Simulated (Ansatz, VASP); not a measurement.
## One calculation of Cd, two programs

```xyz
1
Lattice="1.5901 0.9181 2.3977 -1.5901 0.9181 2.3977 0.0000 -1.8361 2.3977" Properties=species:S:1:pos:R:3 pbc="T T T"
Cd    0.0000    0.0000    0.0000
```

Alike in both runs: functional PBEsol; k mesh 18 × 18 × 18; occupations gaussian, width 0.1 eV; no spin polarisation.

Ansatz relaxed the structure, and its values are those at the end. VASP's run is a single point on that final structure, the one shown.

|  | VASP | Ansatz |
| --- | --- | --- |
| version | VASP 6.6.1 | Ansatz 0.2.0 |
| potentials or method | VASP PAW PBE potentials, release 64 (Cd) | scalar-relativistic, plane waves, PAW |
| plane-wave cutoff (eV) | 520 | 420 |
| valence electrons in the cell | 12 | 20 |

|  | VASP | Ansatz | Ansatz less VASP |
| --- | --- | --- | --- |
| gap on the k mesh at the Fermi level (eV) | none | none | - |
| pressure (GPa) | 0.4 | 0.0 | -0.36 |

A gap of «none» marks a metal or a gap that the smearing closes. The two sets of potentials don't hold the same shells in valence.

Caveats: the PAW data sets were made with another functional, which shifts forces and pressure a little (VASP).
